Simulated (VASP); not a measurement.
Wanted: the native input for a VASP 6.6.1 run.

```
Task                   : relaxation of cell and atoms
Functional             : r2SCAN
Potentials or basis    : VASP PAW PBE potentials, release 64 (Zr_sv, C)
Cutoff                 : 600 eV
k mesh                 : 8 × 8 × 8
Occupations            : fermi-dirac, width 0.05 eV
Spin                   : no spin polarisation
Ladder                 : gaps
Further INCAR settings : ALGO = Normal; EDIFF = 1e-06; IBRION = 2; EDIFFG = -0.02; NSW = 60; ISIF = 3
```

The structure of ZrC lies in POSCAR:

```
ZrC
1.0
    0.0000000000      2.3650000000      2.3650000000
    2.3650000000      0.0000000000      2.3650000000
    2.3650000000      2.3650000000      0.0000000000
Zr C
1 1
Direct
    0.5000000000      0.5000000000      0.5000000000
    0.0000000000      0.0000000000      0.0000000000
```

The input as run:

INCAR

```
ALGO     = Normal         # electronic algorithm
EDIFF    = 1E-6           # SCF threshold, eV
EDIFFG   = -0.02          # ionic threshold
ENCUT    = 600            # plane-wave cutoff, eV
IBRION   = 2              # ionic algorithm
ISIF     = 3              # what is computed and relaxed
ISMEAR   = -1             # smearing method
LASPH    = T              # aspherical terms in the spheres
LCHARG   = F              # write CHGCAR
LMIXTAU  = T            
LREAL    = F              # projectors in reciprocal space
LWAVE    = F              # write WAVECAR
METAGGA  = R2SCAN         # meta-GGA
NELM     = 60             # most SCF steps
NSW      = 60             # ionic steps
PREC     = Accurate       # precision mode
SIGMA    = 0.05           # smearing width, eV
```

KPOINTS

```
k-points
0
Gamma
  8 8 8
```

Potentials or basis: VASP PAW PBE potentials, release 64 (Zr_sv, C).

The run is started by

```console
$ cat potpaw_PBE.64/Zr_sv/POTCAR potpaw_PBE.64/C/POTCAR > POTCAR
$ mpirun -np 1 vasp_std > vasp.out
```

It gave:

| Quantity | Value |
| --- | --- |
| Relaxed volume | 13.08 Å³/atom |
| Relaxed cell | a = 3.332 Å, b = 3.332 Å, c = 3.332 Å, α = 60.00°, β = 60.00°, γ = 60.00° |
| Space group after relaxing (to 0.05 Å) | Fm-3m (No. 225) |
| Energy gained by relaxing | 1.2 meV/atom |
| Ionic steps | 3 |
| Pressure after relaxing | 0.0 GPa |
| Band gap on the k mesh | none (metal or under the smearing width) |

Caveat: the PAW data sets were made with another functional, which shifts forces and pressure a little.

Wall time 100 s on 1 thread of Intel(R) Xeon(R) Platinum 8488C (Sapphire Rapids) (shared host), peak memory 0.17 GiB.
